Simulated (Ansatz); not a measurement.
Energy landscape near a Se structure

Computed with DFT PBE, scalar-relativistic, plane waves, PAW in Ansatz 0.2.0.

Plane waves to 420 eV, a k mesh through Γ of 14×14×14 on the computed 1-atom cell and Gaussian smearing (0.10 eV); no spin polarisation.

Reference cell:

```
CELL_PARAMETERS angstrom
2.81056 0.00000 0.00000
0.00000 2.81056 0.00000
0.00000 0.00000 2.81056
ATOMIC_POSITIONS crystal
Se 0.00000 0.00000 0.00000
```

Each variant moves atoms of this cell by the vectors given, if any (Å), and then applies a symmetric strain (tensor components, Cartesian axes). The reference cell isn't relaxed at this level. Energies are per atom at zero smearing, counted from the lowest variant. Pressure is positive in compression.

1. strain (xx yy zz yz xz xy, %) 2.58 2.58 2.58 0.00 0.00 0.00
2. strain (xx yy zz yz xz xy, %) 2.54 2.54 2.54 0.00 0.00 0.00
3. strain (xx yy zz yz xz xy, %) -2.31 -2.31 -2.31 0.00 0.00 0.00
4. strain (xx yy zz yz xz xy, %) -2.54 -2.54 -2.54 0.00 0.00 0.00
5. strain (xx yy zz yz xz xy, %) -4.90 -1.90 -1.90 0.00 0.00 0.00
6. strain (xx yy zz yz xz xy, %) -1.15 -1.33 -1.93 -0.12 0.50 -0.22
7. strain (xx yy zz yz xz xy, %) -1.46 -0.59 -0.84 0.07 0.34 -0.46
8. strain (xx yy zz yz xz xy, %) -1.39 -1.57 -2.98 0.37 0.89 -0.13
9. strain (xx yy zz yz xz xy, %) 0.13 0.13 0.13 0.00 0.00 0.00
10. strain (xx yy zz yz xz xy, %) -0.65 -2.15 -2.15 0.00 0.00 0.00
11. strain (xx yy zz yz xz xy, %) 2.94 2.94 2.94 0.00 0.00 0.00
12. strain (xx yy zz yz xz xy, %) 1.27 1.27 1.27 0.00 0.00 0.00

```csv
variant,ΔE (meV/atom),P (GPa),space group
1,13.7,-3.51,Pm-3m
2,13.0,-3.44,Pm-3m
3,43.0,7.85,Pm-3m
4,50.3,8.58,Pm-3m
5,69.7,9.99,P4/mmm
6,21.3,5.32,P-1
7,11.8,3.92,P-1
8,34.7,6.84,P-1
9,0.0,1.21,Pm-3m
10,26.2,5.87,P4/mmm
11,19.7,-4.07,Pm-3m
12,0.1,-1.21,Pm-3m
```

This simple cubic form isn't the element's structure at ambient conditions.